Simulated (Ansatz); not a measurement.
A short bond in HfN

```yaml
crystal:
  lattice:
    - [0.00000, 2.25600, 2.25600]
    - [2.25600, 0.00000, 2.25600]
    - [2.25600, 2.25600, 0.00000]
  atoms:
    - { symbol: Hf, position: [0.00000, 0.00000, 0.00000] }
    - { symbol: N, position: [0.50000, 0.50000, 0.50000] }
```

The cell is entry 1539404 of the Crystallography Open Database, unrelaxed.

Its shortest bond, of 2.256 Å between atom 1 (Hf) and the nearest image of atom 2 (N), is scaled by moving both atoms along it, with the cell held. The force apart is half the difference of the two atoms' forces along the bond; it holds the pull and push of their other neighbours too.

Computed with Ansatz 0.2.0; functional LDA, scalar-relativistic. Settings: a Γ-centred 9×9×9 k mesh, Fermi–Dirac smearing of 0.03 eV, no spin polarisation. Methods: LAPW: all electrons, basis error target 1 meV/atom; PAW: frozen-core files, cutoff 420 eV; crystal datasets: all electrons, by PAW datasets that the program makes for each cell; PAW (cutoff 1000 eV): frozen-core files, cutoff 1000 eV.

Energies are extrapolated to zero smearing and count from the unscaled cell; pressure is positive in compression; gaps take the mesh and a band path. No temperature or zero-point motion is included.

Spin–orbit coupling is left out, which matters for the heavy atoms. The PAW files were made under PBE.

```tsv
bond (Å)	force apart (eV/Å)	P LAPW (GPa)	ΔE LAPW (eV/atom)	P PAW − LAPW (GPa)	ΔE PAW − LAPW (meV/atom)	force PAW − LAPW (eV/Å)
2.256	0.00	-8.20	0.000	-0.11	0.0	0.000
1.985	?	1.78	?	-0.16	-0.7	-0.012
1.850	6.36	15.81	0.537	-0.15	-1.8	-0.015
1.715	10.75	38.2	1.096	-0.04	-2.4	0.001
```

Give the missing entry: row "1.985", column "force apart (eV/Å)".

3.38.

What belongs in the row "1.985", column "ΔE LAPW (eV/atom)"?

0.216.

At the last bond length, how far do crystal datasets and PAW (cutoff 1000 eV) lie from LAPW in pressure and in the largest force component?

crystal datasets: 0.00 GPa, 0.001 eV/Å; PAW (cutoff 1000 eV): -0.45 GPa, 0.088 eV/Å, on a LAPW pressure of 38.2 GPa.

How do the Löwdin populations by LAPW change from the unscaled cell to the last row, on the two atoms of the bond?

Hf1 5p 5.98 → 5.95, Hf1 5d 2.94 → 3.11, N2 2s 1.45 → 1.42, N2 2p 4.20 → 4.10 electrons an atom. These are projections on the shells that the free atoms fill; 0.05 e a cell lies outside them at the start and 0.05 e at the end.
